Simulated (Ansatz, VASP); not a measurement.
# ZnSe (Stilleite): VASP beside Ansatz, part 2 of 2

One calculation is typed for both programs; each brings its own data sets and cutoff. How far apart do they land?

VASP 6.6.1 and Ansatz 0.2.0.

So far: Set-up; Ansatz: G0W0 gap, PBE.

## Step 3: VASP: G0W0 gap, PBE

Level of this step: G0W0 on PBE; plane waves and PAW (Zn_GW, Se_GW) (VASP).

The same cell, functional and mesh now go to VASP, with its own data sets and cutoff.

Lines of VASP's logs that name or quote its potential files are left out, and so is its time.

The run reads the wave functions of an earlier VASP run, which isn't shown here.

INCAR reads:

```
SYSTEM = ZnSe
PREC = Accurate
ENCUT = 350
ISMEAR = 0
SIGMA = 0.01
LREAL = .FALSE.
GGA = PE
NBANDS = 136
ALGO = EVGW0
NELMGW = 1
ENCUTGW = 120
NOMEGA = 48
PRECFOCK = Fast
NBANDSGW = 24
LWAVE = .FALSE.
LCHARG = .FALSE.
```

POSCAR reads:

```
ZnSe
1.0
    0.0000000000      2.8338000000      2.8338000000
    2.8338000000      0.0000000000      2.8338000000
    2.8338000000      2.8338000000      0.0000000000
Zn Se
1 1
Direct
    0.0000000000      0.0000000000      0.0000000000
    0.2500000000      0.2500000000      0.2500000000
```

KPOINTS reads:

```
Automatic mesh
0
Gamma
4 4 4
0 0 0
```

PAW data sets: Zn_GW and Se_GW (PBE family, release 64).

Launch:

```sh
> mpirun -np 8 vasp_std
```

Numbers of over 12 decimals in the logs are rounded to 6 here.

The program printed:

```text
[banner, memory and clock lines left out]
running    8 mpi-ranks, on    1 nodes
 distrk:  each k-point on    8 cores,    1 groups
 distr:  one band on    1 cores,    8 groups

 POSCAR found type information on POSCAR ZnSe
 POSCAR found :  2 types and       2 ions
|                                                                             |
|           W    W    AA    RRRRR   N    N  II  N    N   GGGG   !!!           |
|           W    W   A  A   R    R  NN   N  II  NN   N  G    G  !!!           |
|           W    W  A    A  R    R  N N  N  II  N N  N  G       !!!           |
|           W WW W  AAAAAA  RRRRR   N  N N  II  N  N N  G  GGG   !            |
|           WW  WW  A    A  R   R   N   NN  II  N   NN  G    G                |
|           W    W  A    A  R    R  N    N  II  N    N   GGGG   !!!           |
|                                                                             |
|     For optimal performance we recommend to set                             |
|       NCORE = 2 up to number-of-cores-per-socket                            |
|     NCORE specifies how many cores store one orbital (NPAR=cpu/NCORE).      |
|     This setting can greatly improve the performance of VASP for DFT.       |
|     The default, NCORE=1 might be grossly inefficient on modern             |
|     multi-core architectures or massively parallel machines. Do your        |
|     Unfortunately you need to use the default for GW and RPA                |
|     calculations (for HF NCORE is supported but not extensively tested      |
|     yet).                                                                   |
|                                                                             |

|                                                                             |
|           W    W    AA    RRRRR   N    N  II  N    N   GGGG   !!!           |
|           W    W   A  A   R    R  NN   N  II  NN   N  G    G  !!!           |
|           W    W  A    A  R    R  N N  N  II  N N  N  G       !!!           |
|           W WW W  AAAAAA  RRRRR   N  N N  II  N  N N  G  GGG   !            |
|           WW  WW  A    A  R   R   N   NN  II  N   NN  G    G                |
|           W    W  A    A  R    R  N    N  II  N    N   GGGG   !!!           |
|                                                                             |
|     The default for ENCUTGWSOFT is different in this version of VASP.       |
|     please manually set ENCUTGWSOFT =120 in the INCAR file.                 |
|                                                                             |

 LDA part: xc-table for (Slater+PW92), standard interpolation
 found WAVECAR, reading the header
 POSCAR, INCAR and KPOINTS ok, starting setup
 FFT: planning ... GRIDC
 FFT: planning ... GRID_SOFT
 FFT: planning ... GRID
 reading WAVECAR
 the WAVECAR file was read successfully
 initial charge from wavefunction
 available memory per node:    104.85 GB, setting MAXMEM to    107364

 The Fermi energy was updated, please check that it is located mid-gap
 values below the HOMO (VB) or above the LUMO (CB) will cause erroneous energies
 E-fermi :   3.3088

 calculate exact exchange contribution
 the WAVEDER file was read successfully
energies w=
    0.000    0.000    0.555    0.000    1.109    0.000    1.657    0.000
    2.200    0.000    2.735    0.000    3.261    0.000    3.777    0.000
    4.284    0.000    4.782    0.000    5.270    0.000    5.751    0.000
    6.225    0.000    6.693    0.000    7.157    0.000    7.619    0.000
    8.079    0.000    8.541    0.000    9.006    0.000    9.475    0.000
    9.953    0.000   10.440    0.000   10.940    0.000   11.457    0.000
   11.993    0.000   12.553    0.000   13.142    0.000   13.765    0.000
   14.428    0.000   15.141    0.000   15.911    0.000   16.751    0.000
   17.675    0.000   18.702    0.000   19.854    0.000   21.162    0.000
   22.665    0.000   24.417    0.000   26.491    0.000   28.991    0.000
   32.069    0.000   35.957    0.000   41.026    0.000   47.905    0.000
   57.764    0.000   73.038    0.000   99.780    0.000  158.377    0.000
 responsefunction array rank=     144
 LDA part: xc-table for (Slater+PW92), standard interpolation

 min. memory requirement per mpi rank     92.3 MB, per node    738.8 MB

 allocating   6 responsefunctions rank=   144
 shmem allocating  48 responsefunctions rank=   144
 response function shared by NCSHMEM nodes    1
 Doing            6  frequencies on each core in blocks of           48
NQ=   1    0.0000    0.0000    0.0000,
|.........|.........|.........|.........|.........|.........|.........|.........
 performed        198000 updates of chi_q(r,r)
 total number of BLAS operations         29.81 Gflops
NQ=   2    0.2500    0.0000    0.0000,
|.........|.........|.........|.........|.........|.........|.........|.........
 performed        579000 updates of chi_q(r,r)
 total number of BLAS operations         87.90 Gflops
NQ=   3    0.5000    0.0000    0.0000,
|.........|.........|.........|.........|.........|.........|.........|.........
 performed        908000 updates of chi_q(r,r)
 total number of BLAS operations        138.04 Gflops
NQ=   4    0.2500    0.2500    0.0000,
|.........|.........|.........|.........|.........|.........|.........|.........
 performed       1289000 updates of chi_q(r,r)
 total number of BLAS operations        192.00 Gflops
NQ=   5    0.5000    0.2500    0.0000,
|.........|.........|.........|.........|.........|.........|.........|.........
 performed       1813000 updates of chi_q(r,r)
 total number of BLAS operations        265.17 Gflops
NQ=   6   -0.2500    0.2500    0.0000,
|.........|.........|.........|.........|.........|.........|.........|.........
 performed       2285000 updates of chi_q(r,r)
 total number of BLAS operations        337.19 Gflops
NQ=   7    0.5000    0.5000    0.0000,
|.........|.........|.........|.........|.........|.........|.........|.........
 performed       2574000 updates of chi_q(r,r)
 total number of BLAS operations        374.01 Gflops
NQ=   8   -0.2500    0.5000    0.2500,
|.........|.........|.........|.........|.........|.........|.........|.........
 performed       2942000 updates of chi_q(r,r)
 total number of BLAS operations        435.10 Gflops
 resolving degeneracies of screened two electron integrals

 calculate QP shifts <psi_nk| G(iteration)W_0 |psi_nk>: iteration 1
 entering main loop
```

Parts of OUTCAR (step 3):

```text
ion  position               nearest neighbor table
   1  0.000  0.000  0.000-   2 2.45   2 2.45   2 2.45   2 2.45
   2  0.250  0.250  0.250-   1 2.45   1 2.45   1 2.45   1 2.45

  LATTYP: Found a face centered cubic cell.
 ALAT       =     5.6676000000

 Subroutine GETGRP returns: Found 24 space group operations
 (whereof 24 operations were pure point group operations)

The static configuration has the point symmetry T_d .

 Found      8 irreducible k-points:

   k-points           NKPTS =      8   k-points in BZ     NKDIM =     64   number of bands    NBANDS=    136

   dimension x,y,z NGX =    24 NGY =   24 NGZ =   24
   dimension x,y,z NGXF=    48 NGYF=   48 NGZF=   48

   ENCUT  =  350.0 eV  25.72 Ry    5.07 a.u.   6.11  6.11  6.11*2*pi/ulx,y,z

   NELECT =      18.0000    total number of electrons

  energy-cutoff  :      350.00
  volume of cell :       45.51
      direct lattice vectors                 reciprocal lattice vectors
     0.000000000  2.833800000  2.833800000    -0.176441527  0.176441527  0.176441527
     2.833800000  0.000000000  2.833800000     0.176441527 -0.176441527  0.176441527
     2.833800000  2.833800000  0.000000000     0.176441527  0.176441527 -0.176441527

 k-points in reciprocal lattice and weights: Automatic mesh
   0.00000000  0.00000000  0.00000000       0.016
   0.25000000  0.00000000  0.00000000       0.125
   0.50000000  0.00000000  0.00000000       0.062
   0.25000000  0.25000000  0.00000000       0.094
   0.50000000  0.25000000  0.00000000       0.375
  -0.25000000  0.25000000  0.00000000       0.188
   0.50000000  0.50000000  0.00000000       0.047
  -0.25000000  0.50000000  0.25000000       0.094

 E-fermi :   3.3088

 QP shifts <psi_nk| G(iteration)W_0 |psi_nk>: iteration 1
 for sc-GW calculations column KS-energies equals QP-energies in previous step
 and V_xc(KS)=  KS-energies - (<T + V_ion + V_H > + <T+V_H+V_ion>^1  + <V_x>^1)
 k-point   1 :       0.0000    0.0000    0.0000
  band No.  KS-energies  QP-energies   sigma(KS)   V_xc(KS)     V^pw_x(r,r')   Z            occupation Imag(sigma)
    ...
      6      -3.5254      -5.2119     -23.0056     -20.5031     -31.9448       0.6739       2.0000       0.1800
      7       2.6760       1.9792     -14.4838     -13.5650     -16.6357       0.7584       2.0000       0.0926
      8       2.6760       1.9792     -14.4838     -13.5650     -16.6357       0.7584       2.0000       0.0926
      9       2.6760       1.9792     -14.4838     -13.5650     -16.6357       0.7584       2.0000       0.0926
     10       3.9417       4.3670      -9.8004     -10.3488      -6.0456       0.7756       0.0000      -0.0633
     11       8.4535       8.6968      -9.4327      -9.7527      -5.0288       0.7603       0.0000      -0.0922
     12       8.4535       8.6968      -9.4327      -9.7527      -5.0288       0.7603       0.0000      -0.0922
     13       8.4535       8.6968      -9.4327      -9.7527      -5.0288       0.7603       0.0000      -0.0922
    ...

 k-point   2 :       0.2500    0.0000    0.0000
  band No.  KS-energies  QP-energies   sigma(KS)   V_xc(KS)     V^pw_x(r,r')   Z            occupation Imag(sigma)
    ...
      6      -3.5252      -5.2131     -22.9985     -20.5002     -31.9425       0.6756       2.0000       0.1808
      7      -0.3808      -1.1877     -13.6863     -12.5791     -16.6310       0.7287       2.0000       0.1181
      8       2.1974       1.4689     -14.1053     -13.1400     -16.2762       0.7547       2.0000       0.0939
      9       2.1974       1.4689     -14.1053     -13.1400     -16.2762       0.7547       2.0000       0.0939
     10       5.4013       5.7866      -9.8631     -10.3654      -5.9386       0.7672       0.0000      -0.0673
     11       9.0859       9.3347      -9.5561      -9.8856      -5.0401       0.7552       0.0000      -0.1032
     12       9.0859       9.3347      -9.5561      -9.8856      -5.0401       0.7552       0.0000      -0.1032
     13       9.2265       9.4661      -9.8089     -10.1282      -5.2917       0.7503       0.0000      -0.1109
    ...

 k-point   3 :       0.5000    0.0000    0.0000
  band No.  KS-energies  QP-energies   sigma(KS)   V_xc(KS)     V^pw_x(r,r')   Z            occupation Imag(sigma)
    ...
      6      -3.3644      -5.0091     -22.8665     -20.4304     -31.7506       0.6751       2.0000       0.1925
      7      -2.5635      -3.3355     -11.6563     -10.5490     -14.8080       0.6973       2.0000       0.2097
      8       1.8054       1.0528     -13.8342     -12.8316     -16.0504       0.7506       2.0000       0.0969
      9       1.8054       1.0528     -13.8342     -12.8316     -16.0504       0.7506       2.0000       0.0969
     10       5.1964       5.5609      -9.7012     -10.1737      -5.8273       0.7713       0.0000      -0.0699
     11       9.0343       9.2271      -9.3693      -9.6234      -4.9630       0.7590       0.0000      -0.1018
     12       9.0343       9.2271      -9.3693      -9.6234      -4.9630       0.7590       0.0000      -0.1018
     13      11.2354      11.2385      -8.7116      -8.7157      -3.6933       0.7379       0.0000      -0.1867
    ...

 k-point   4 :       0.2500    0.2500    0.0000
  band No.  KS-energies  QP-energies   sigma(KS)   V_xc(KS)     V^pw_x(r,r')   Z            occupation Imag(sigma)
    ...
      6      -3.5014      -5.1930     -23.0585     -20.5572     -32.0194       0.6763       2.0000       0.1800
      7      -0.2137      -0.9891     -14.1577     -13.1006     -17.1355       0.7334       2.0000       0.1142
      8       1.4218       0.6438     -13.5435     -12.5057     -15.8091       0.7497       2.0000       0.0968
      9       1.4218       0.6438     -13.5435     -12.5057     -15.8091       0.7497       2.0000       0.0968
     10       6.5789       6.9232      -9.9555     -10.4075      -5.9101       0.7619       0.0000      -0.0779
     11       6.6847       6.8430      -9.2898      -9.4967      -5.2827       0.7654       0.0000      -0.0786
     12      10.6776      10.9768     -10.0401     -10.4430      -5.1439       0.7426       0.0000      -0.1482
     13      10.6776      10.9768     -10.0401     -10.4430      -5.1439       0.7426       0.0000      -0.1482
    ...

[... 4 further parts left out ...]
```

## Step 4: Comparison

Known differences besides the potentials themselves: the two programs' PAW sets differ in cores and partial waves; the data sets hold 28 valence electrons in Ansatz (default PAW (the set named soft_2) files) and 18 in VASP; the cutoff is 420 eV in Ansatz and 350 eV in VASP; VASP leaves aspherical gradient terms in its spheres out (LASPH is not set), Ansatz keeps them; Ansatz integrates over frequency by contour deformation, VASP on a grid of NOMEGA points. Total energies have different zeros and are not compared.

Both answers:

| quantity | Ansatz | VASP | difference |
| --- | --- | --- | --- |
| G0W0 gap on the mesh (eV) | 2.32 | 2.39 | -0.07 |
| PBE gap under it (eV) | 1.28 | 1.27 | +0.01 |

## Step 5: Summary of results

```yaml
difference_in_g0w0_gap_on_the_mesh_g0w0_gap_pbe: -0.068 eV
```

In words: The difference in G0W0 gap on the mesh is -0.068 eV (G0W0 gap, PBE), within the 0.15 eV picked in this series as the mark of a large difference. Such differences can come from data sets, numerical settings and the points named under the comparisons, not from the functional's error against experiment.

[Lines on the potential files, build, host, timing and source positions are cut from VASP's logs without a mark.]

[Logs are printed without paths, hosts, clocks, repeated set-up lines and the standing remarks that a program may print on its own settings, such as how far it seeks lower states.]

[Hosts, paths, dates, database ids (printed as entryN), source tags and the programs' standing remarks are cut or masked in the printed files.]
